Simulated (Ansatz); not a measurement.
Something may be wrong with this Ansatz 0.2.0 calculation of Sm.

Contents of input.yaml:

```yaml
crystal:
  lattice:
    - [3.6496888665, 0.0, 0.0]
    - [-1.8248444332, 3.1607232743, 0.0]
    - [0.0, 0.0, 11.72085632]
  atoms:
    - { symbol: Sm, position: [0.6666666667, 0.3333333333, 0.75] }
    - { symbol: Sm, position: [0.3333333333, 0.6666666667, 0.25] }
    - { symbol: Sm, position: [0.0, 0.0, 0.5] }
    - { symbol: Sm, position: [0.0, 0.0, 0.0] }
hamiltonian:
  xc: pbesol
  pseudopotentials: { kind: paw }
kpoints:
  mp_grid: { grid: [8, 8, 3] }
scf:
  occupations: { method: gaussian, width: 1.0 }
  max_iter: 75
output:
  forces: true
  stress: true
  eigenvalues: true
```

Potentials or basis: Ansatz PAW.

Command:

```bash
$ ansatz run input.yaml --threads 2 --pin off --max-ram 5632MiB --backend cpu --events-out ev --progress --plain --runs-dir out
```

Output:

```text
Warning: RAYON_NUM_THREADS=2 ignored (pool sized by the plan → 2); use --threads N
[... 1 line left out ...]
Engine: ansatz 0.2.0, aarch64-unknown-linux-gnu
Pseudopotentials: kind: paw
Pseudopotential: Sm, paw, valence charge 16, recommended cutoff 420 eV (normal), Sm.paw.azcp
Functional definition: PBEsol
  exchange = pbesol_x
  correlation = pbesol_c
Crystal: 4 atoms, lattice volume = 135.208 Å³
Basis set: ecut = 420 eV, 2607 PW (Γ), exchange–correlation on 50×50×160 points (8 copies of the dense FFT grid, shifted against one another)
Bands: 59, of which v1, the nominal top of the filled ones, is band 32 counted from 1 (31 counted from 0)
Symmetry: 24 space group operations
Space group: P63/mmc (ITA 194), of the structure as read, at distance tolerance 5.1e-5 Å
k-points: 20 of 192
Non-local potential: Sm, projectors of the file, l = 0: 3, l = 1: 2, l = 2: 2, l = 3: 3
PAW form: soft (Blöchl's): semilocal exchange-correlation on the pseudo side does not see the compensation charge
PAW frozen core: Sm, regenerated for the run's functional, and the local potential with it (the file was generated under x = pbe(κ = 0.804, μ = 0.2195149727645171), c = pbe(β = 0.06672455060314922))
PAW one-centre angular grid: Sm, 590 points (default); XC on 64 Gauss nodes
Initial density: superposition of atomic densities (neutral atoms: chi_scale 0, normalization atom), corrected by the library's trained network
Initial wavefunctions: pseudopotential atomic-orbital guess
[... 20 lines left out ...]
Fermi energy:    11.570954 eV
--- Per-component energies (eV) ---
  E_band       = -39.802007
  E_kinetic    = 1362.560567
  E_local      = -6071.298985  (includes V_loc(G=0)·N_el)
  E_nonlocal   = 1564.501391
  E_hartree    = 2345.907340
  E_xc         = -706.632703
  E_vxc        = -776.525281  (∫ρ·V_xc dr)
  E_paw        = -24467.482249  (= ΣΔE_a)
  E_vpaw       = -810.859560  (= ΣTr[D̂ρ^β])
  E_aug_tail   = -0.000001  (compensation charges beyond the density's cutoff)
  E_ewald      = -6585.475628
  E_core_change = 2.047032  (= ΣΔE_core)
  E_smearing   = -17.000078  (= −TS)
  E_closure    = -0.000000  (closes the sum)
  Σ components = -32572.873313   (vs F -32572.873313, Δ=0.00e0)
--- Forces (eV/Å), atoms counted from 1 ---
  atom   1  Sm     0.00000000     0.00000000     0.00000000
  atom   2  Sm    -0.00000000     0.00000000     0.00000000
  atom   3  Sm    -0.00000000    -0.00000000     0.00000000
  atom   4  Sm    -0.00000000    -0.00000000     0.00000000
  max |Σ_I F_I| component: 1.16e-18 eV/Å
--- Stress (GPa, compression-positive) ---
       -0.920449       0.000000       0.000000
        0.000000      -0.920449       0.000000
        0.000000       0.000000      -0.579403
  P = ⅓ Tr σ = -0.8068 GPa (-8.068 kbar)
[... 6 lines left out ...]
```

What happened, and what is wrong with the input?

The run converged. The input holds a flaw that was put in on purpose: a smearing of electronvolts (scf.occupations = method gaussian, width 1.0). The program doesn't stop on it, so the numbers can't be trusted though the run ends normally.
